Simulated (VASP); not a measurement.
Set up this calculation in VASP 6.6.1, as the native input.

```
Task                   : single point
Functional             : PBE
Dispersion             : D3(BJ)
Potentials or basis    : VASP PAW PBE potentials, release 64 (O, C)
Cutoff                 : 520 eV
k mesh                 : 1 × 1 × 1
Occupations            : fermi-dirac, width 0.05 eV
Spin                   : no spin polarisation
Dipole correction      : no
Further INCAR settings : LREAL = Auto; ALGO = Normal; EDIFF = 1e-06; NBANDS = 78
```

The structure of CO lies in POSCAR:

```
CO
1.0
    8.2268400000      0.0000000000      0.0000000000
    0.0000000000      8.2268400000      0.0000000000
    0.0000000000      0.0000000000      8.2268400000
O C
12 12
Direct
    0.5101824676      0.0057232281      0.5592877569
    0.7677343467      0.8013273005      0.2682851854
    0.3323754560      0.9750569784      0.2111528421
    0.4725362960      0.4171486609      0.1936610204
    0.3435500648      0.8168352186      0.8416220070
    0.5848475151      0.5477928240      0.6113413513
    0.6799967738      0.2228965746      0.9039637552
    0.9759605551      0.7842916851      0.9370994544
    0.0312211309      0.2138852565      0.5257091648
    0.1339355995      0.6015052961      0.5901076911
    0.2612126878      0.3959651935      0.8697823161
    0.8542501086      0.4183560602      0.2474781985
    0.5862819827      0.1159487855      0.5261013650
    0.8408675304      0.8400468310      0.3786192779
    0.1968273577      0.9978688418      0.2247222578
    0.3955418414      0.3830072358      0.3031782709
    0.4409567226      0.7511389606      0.9140698961
    0.7182054044      0.5215193709      0.6356007254
    0.6939234290      0.1244000588      0.9998551762
    0.8667595266      0.8105864932      0.8568755946
   -0.0070536554      0.1383150397      0.6348311536
    0.1759500107      0.6499157012      0.4679332321
    0.2909662414      0.2622738989      0.8526782971
    0.9700083067      0.4209719062      0.1718975101
```

The cell was built by a generator and needn't be a form met in nature.

One way to write it, as run:

INCAR

```
SYSTEM = CO
PREC     = Accurate       ! precision mode
ENCUT    = 520            ! plane-wave cutoff, eV
EDIFF    = 1E-6           ! SCF threshold, eV
ISMEAR   = -1             ! smearing method
SIGMA    = 0.05           ! smearing width, eV
LREAL    = Auto         
LASPH    = .TRUE.         ! aspherical terms in the spheres
NELM     = 60             ! most SCF steps
ALGO     = Normal         ! electronic algorithm
ISIF     = 2              ! what is computed and relaxed
LWAVE    = .FALSE.        ! write WAVECAR
LCHARG   = .FALSE.        ! write CHGCAR
GGA      = PE             ! functional
IVDW     = 12             ! dispersion correction
NBANDS   = 78             ! bands
```

KPOINTS

```
regular mesh
0
G
  1 1 1
  0 0 0
```

Potentials or basis: VASP PAW PBE potentials, release 64 (O, C).

Launch:

```sh
$ cat potpaw_PBE.64/O/POTCAR potpaw_PBE.64/C/POTCAR > POTCAR
$ mpirun -np 1 vasp_gam > vasp.out
```

Results of the run:

```json
{
  "Pressure": "1.0 GPa",
  "Largest force": "0.955 eV/Å",
  "Band gap on the k mesh": "5.67 eV, direct",
  "Dispersion energy per atom": "-0.059 eV"
}
```

Caveat: the standard files for N, O and F lose accuracy on very short bonds.

Run time: 90 s on 1 thread of Intel(R) Xeon(R) Platinum 8259CL CPU @ 2.50GHz (Skylake/Cascade Lake), with other jobs on the host, peak memory 0.51 GiB.
